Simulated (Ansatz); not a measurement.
A run of Ansatz 0.2.0:

input.yaml

```yaml
crystal:
  lattice:
    - [5.81510172, 0.0, 0.0]
    - [0.0, 5.81510172, 0.0]
    - [0.0, 0.0, 5.81510172]
  atoms:
    - { symbol: "N", position: [0.04586114, 0.45413886, 0.54586114] }
    - { symbol: "N", position: [0.45413886, 0.54586114, 0.04586114] }
    - { symbol: "N", position: [0.54586114, 0.04586114, 0.45413886] }
    - { symbol: "N", position: [0.95413886, 0.95413886, 0.95413886] }
    - { symbol: "N", position: [0.93609856, 0.56390144, 0.43609856] }
    - { symbol: "N", position: [0.56390144, 0.43609856, 0.93609856] }
    - { symbol: "N", position: [0.43609856, 0.93609856, 0.56390144] }
    - { symbol: "N", position: [0.06390144, 0.06390144, 0.06390144] }
hamiltonian:
  xc: pbesol
  pseudopotentials: { kind: paw }
kpoints:
  mp_grid: { grid: [5, 5, 5] }
  band_path:
    path:
      - [[0.0, 0.0, 0.0], [0.0, 0.5, 0.0], [0.5, 0.5, 0.0], [0.0, 0.0, 0.0], [0.5, 0.5, 0.5], [0.0, 0.5, 0.0]]
      - [[0.5, 0.5, 0.0], [0.5, 0.5, 0.5]]
    npoints: 10
scf:
  occupations: { method: fermi_dirac, width: 0.05 }
  n_extra_bands: 20
output:
  forces: true
  stress: true
  eigenvalues: true
  fatbands: true
  write_density: true
  write_potential: true
  elf: true
  volumetric_format: npy
```

Potentials or basis: Ansatz PAW.

The run is started by

```sh
$ ansatz run input.yaml --threads 4 --pin off --max-ram 11264MiB --backend cpu --events-out ev --progress --plain --runs-dir out
```

Hardware: 4 threads of Intel(R) Xeon(R) Processor @ 2.50GHz (Skylake/Cascade Lake), with other jobs on the host.

How long does it take, and how much memory?

It took 17 s on 4 threads of Intel(R) Xeon(R) Processor @ 2.50GHz (Skylake/Cascade Lake), with other jobs on the host, peak memory 0.64 GiB. Counts: scf iterations 7, plane waves 3887, k points 11, bands 40.
